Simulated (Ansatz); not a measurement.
**Lattice vibrations of VH2 at Γ at 3 GPa**

Method: DFT PBEsol, scalar-relativistic, plane waves, PAW in Ansatz 0.2.0. Settings: 420 eV plane-wave cutoff, Γ-centred 18×18×18 mesh, Fermi-Dirac smearing of 0.15 eV. No spin polarisation. Phonons by linear response, acoustic sum rule imposed.

The cell, relaxed at 3 GPa:
```
V H
1.0
     0.00000    2.07359    2.07359
     2.07359    0.00000    2.07359
     2.07359    2.07359    0.00000
V H
1 2
Direct
  0.00000 0.00000 0.00000
  0.25000 0.25000 0.25000
  0.75000 0.75000 0.75000
```

In a metal, frequencies and elastic constants depend on the k mesh and the smearing, soft modes and shear constants most.

Optical modes at Γ; i marks an imaginary frequency:
| frequency (cm⁻¹) | degeneracy |
| --- | --- |
| 1226 | 3 |
| 1402 | 3 |

All 6 optical modes at Γ are real: no displacement of atoms at fixed cell lowers the energy to second order. Strains and modes at other wave vectors aren't tested by this run.

Cost: 1 run of about 0.51 core-minutes, on Arm Neoverse V1 (shared hosts).